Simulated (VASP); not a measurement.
The system is GaAs.

```xyz
2
Lattice="0.0000 2.8268 2.8268 2.8268 0.0000 2.8268 2.8268 2.8268 0.0000" Properties=species:S:1:pos:R:3 pbc="T T T"
As    4.2403    4.2403    4.2403
Ga    0.0000    0.0000    0.0000
```

| Item | Value |
| --- | --- |
| Program | VASP 6.6.1 |
| Task | relaxation of cell and atoms |
| Functional | revPBE |
| Dispersion | D3 |
| Potentials or basis | VASP PAW PBE potentials, release 64 (As, Ga_d) |
| Cutoff | 600 eV |
| k mesh | 8 × 8 × 8 |
| Occupations | fermi-dirac, width 0.05 eV |
| Spin | no spin polarisation |

At the start: pressure 1.9 GPa; volume 22.59 Å³/atom.

Task: How do energy, volume and symmetry change on relaxing?

Result: Over 3 steps the energy falls by 3.6 meV/atom and the volume is 23.21 Å³/atom (+2.7 %); space group F-43m (No. 216, to 0.05 Å).

The path:
| step | energy change (eV) | largest force (eV/Å) | pressure (GPa) | volume (Å³) |
| --- | --- | --- | --- | --- |
| 1 | 0.0000 | 0.0000 | 1.90 | 45.18 |
| 2 | -0.0059 | 0.0000 | -0.75 | 46.95 |
| 3 | -0.0072 | 0.0000 | 0.01 | 46.42 |

Final structure:
```
CELL_PARAMETERS angstrom
0.00000 2.85240 2.85240
2.85240 0.00000 2.85240
2.85240 2.85240 0.00000
ATOMIC_POSITIONS crystal
As 0.75000 0.75000 0.75000
Ga 0.00000 0.00000 0.00000
```

Caveat: the PAW data sets were made with another functional, which shifts forces and pressure a little.
